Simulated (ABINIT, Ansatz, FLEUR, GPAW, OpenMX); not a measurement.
Cost and result for the band gap of ZnS

It takes space group P6_3mc (No. 186, hexagonal). The conventional cell has a = 3.811 Å, b = 3.811 Å, c = 6.234 Å, α = 90.00°, β = 90.00°, γ = 120.00°. Around Zn (site symmetry 3m) lie 4 S at 2.31 to 2.40 Å. S (site symmetry 3m) has 4 Zn at 2.31 to 2.40 Å as nearest neighbours.

| rung | level | program and potentials | cutoff (eV) | k mesh | task | core time | chip | band gap (eV) | notes |
| --- | --- | --- | --- | --- | --- | --- | --- | --- | --- |
| non-local van der Waals functional | C09-vdW | GPAW, GPAW PAW data sets (gpaw-data 1.2.1) | 600 | 6 × 6 × 3 | band structure | 90 s | AMD EPYC 7R13 Zen 3 | 2.20 | potentials made for PBE; 9 valence electrons an atom on average |
| LDA | LDA | Ansatz, all-electron LAPW, scalar-relativistic | - | 8 × 8 × 5 | band structure | 98 s | AMD EPYC 7R43 Zen 3 | 1.99 | - |
| GGA | PBE | OpenMX, OpenMX 2013 PBE set, Zn6.0H-s3p2d2, S7.0-s2p2d1f1, grid cutoff 500 Ry | - | 7 × 7 × 5 | band structure | 2.2 min | Arm Neoverse V2 | 2.47 | atomic basis; 13 valence electrons an atom on average |
| GGA | PBE | ABINIT, JTH PAW PBE v2.0 | 544 | 10 × 10 × 6 | single point | 2.4 min | Arm Neoverse V1 | 2.23 | 9 valence electrons an atom on average |
| meta-GGA | MS2 | GPAW, GPAW PAW data sets (gpaw-data 1.2.1) | 600 | 6 × 6 × 3 | band structure | 2.9 min | AMD EPYC 9R45 Zen 5 | 2.62 | potentials made for PBE; 9 valence electrons an atom on average |
| GGA | PBE | OpenMX, OpenMX 2013 PBE set, Zn6.0H-s3p2d2, S7.0-s2p2d1f1, grid cutoff 500 Ry | - | 9 × 9 × 5 | band structure | 3 min | Arm Neoverse V1 | 2.47 | atomic basis; 13 valence electrons an atom on average |
| GGA | PBE | OpenMX, OpenMX 2013 PBE set, Zn6.0H-s3p2d2f1, S7.0-s3p2d2f1, grid cutoff 500 Ry | - | 9 × 9 × 5 | band structure | 4.6 min | Arm Neoverse V2 | 2.38 | atomic basis; 13 valence electrons an atom on average |
| meta-GGA | r2SCAN | GPAW, GPAW PAW data sets (gpaw-data 1.2.1) | 600 | 7 × 7 × 4 | band structure | 8.5 min | Arm Neoverse V2 | 2.82 | potentials made for PBE; 9 valence electrons an atom on average |
| GGA | PBEsol | FLEUR, all-electron, FLAPW | - | 8 × 8 × 5 | band structure | 21 min | AMD EPYC 7R43 Zen 3 | 2.11 | - |

Times are single runs on shared hosts and different chips, so they are rough; meshes, cutoffs and the tasks' sizes weigh on the time. All rows: no spin polarisation. Gaps are the least found on the k mesh or the band path, and a mesh can miss the band edges. The cell comes from a database and isn't always the measured one. Meshes differ between rows, which moves values too. All levels ran on this one cell, unrelaxed unless noted. Meshes are those of the run's cell of 4 atoms unless a note names another. Runs on faulty files, with rough fits or with known faults for this quantity aren't shown. No row holds spin-orbit coupling.

By rung: LDA 1.99; GGA 2.11 to 2.23; non-local van der Waals functional 2.20; meta-GGA 2.62 to 2.82; GGA in atomic bases 2.38 to 2.47 (eV).

Every level leaves wurtzite ZnS a wide-gap semiconductor, yet all the gaps fall well short of experiment. Semilocal Kohn-Sham gaps lack the derivative discontinuity, and Zn 3d states placed too high push up the S 3p valence-band top through p-d repulsion. Within GPAW the gap rises from 2.20 eV with C09-vdW to 2.62 eV with MS2 and 2.82 eV with r2SCAN, probably because the orbital dependence of the meta-GGAs recovers part of the missing discontinuity.

The PBE spread is a matter of numerics rather than of the functional. In OpenMX the denser mesh leaves 2.47 eV unchanged, while added basis functions lower it to 2.38 eV, towards ABINIT's 2.23 eV. This suggests that the smaller basis describes the diffuse, Zn 4s-derived conduction-band minimum less well than the valence band. Longer run time buys no better gap: the slowest run, PBEsol, gives one of the smallest. The Zn-S bonds also spread more than in the nearly regular tetrahedra known for this phase, so part of the error may be structural.
